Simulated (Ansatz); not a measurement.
# Element substitutions in MoTe2

Take MoTe2 in the 2H-MoS2 type structure (space group P6_3/mmc, No. 194; layered, stacked along the Cartesian z axis) as the base.

```yaml
crystal:
  lattice:
    - [3.43402, 0.00000, 0.00000]
    - [-1.71701, 2.97395, 0.00000]
    - [0.00000, 0.00000, 13.33119]
  atoms:
    - { symbol: Mo, position: [0.33333, 0.66667, 0.75000] }
    - { symbol: Mo, position: [0.66667, 0.33333, 0.25000] }
    - { symbol: Te, position: [0.33333, 0.66667, 0.11381] }
    - { symbol: Te, position: [0.66667, 0.33333, 0.61381] }
    - { symbol: Te, position: [0.66667, 0.33333, 0.88619] }
    - { symbol: Te, position: [0.33333, 0.66667, 0.38619] }
```

Each row replaces one element on all its sites; cell and atoms are relaxed.

All numbers come from Ansatz (a program for electronic structure) PBEsol-D3(BJ), without spin-orbit coupling, earlier PAW set.

| case | lattice parameter a | c/a ratio |
|---|---|---|
| base | 3.434 Å | 3.882 |
| Mo → P | 3.443 Å | 3.944 |
| Mo → Nb | 3.532 Å | 3.756 |
| Mo → Ru | 3.586 Å | 3.386 |

Whether these cells are dynamically stable was not tested. As relaxed here, Te2P, NbTe2 and RuTe2 are hypothetical phases, not in the database extracts checked. All final runs are without spin polarisation. NbTe2 and RuTe2 have a high density of states at the Fermi level and may be magnetic at this level. The program warned that a D3 coordination switch lies within reach, so dispersion energies are less smooth here.
